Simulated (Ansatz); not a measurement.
Independent-particle absorption of BN (F-43m, a = 3.625 Å, b = 3.625 Å, c = 3.625 Å, α = 90.00°, β = 90.00°, γ = 90.00°), no local fields or excitons, 0.1 eV broadening. Method: DFT PBE, scalar-relativistic, plane waves, PAW in Ansatz.

Plane waves to 420 eV, a k mesh through Γ of 12×12×12 on the computed 2-atom cell and Gaussian smearing (0.02 eV); no spin polarisation. The spectrum is summed on a 18×18×18 mesh.

```
B N
1.0
     0.00000    1.81235    1.81235
     1.81235    0.00000    1.81235
     1.81235    1.81235    0.00000
B N
1 1
Direct
  0.00000 0.00000 0.00000
  0.75000 0.75000 0.75000
```

```tsv
photon energy (eV)	ε2,zz
0.0	0.00
0.4	0.00
0.8	0.00
1.2	0.00
1.6	0.00
2.0	0.00
2.4	0.00
2.8	0.00
3.2	0.00
3.6	0.00
4.0	0.00
4.4	0.00
4.8	0.00
5.2	0.00
5.6	0.00
6.0	0.00
6.4	0.00
6.8	0.00
7.2	0.00
7.6	0.00
8.0	0.00
8.4	0.00
8.8	0.69
9.2	2.65
9.6	5.89
10.0	8.11
10.4	8.53
10.8	9.58
11.2	11.61
11.6	14.65
12.0	18.33
12.4	12.52
12.8	9.29
13.2	7.39
13.6	6.19
14.0	5.46
```

The strongest peak lies near 12.0 eV. ε∞ (xx, yy, zz) = 4.7, 4.7, 4.7.

Cost: 1 run of about 0.17 core-minutes, on Arm Neoverse V1 (shared hosts).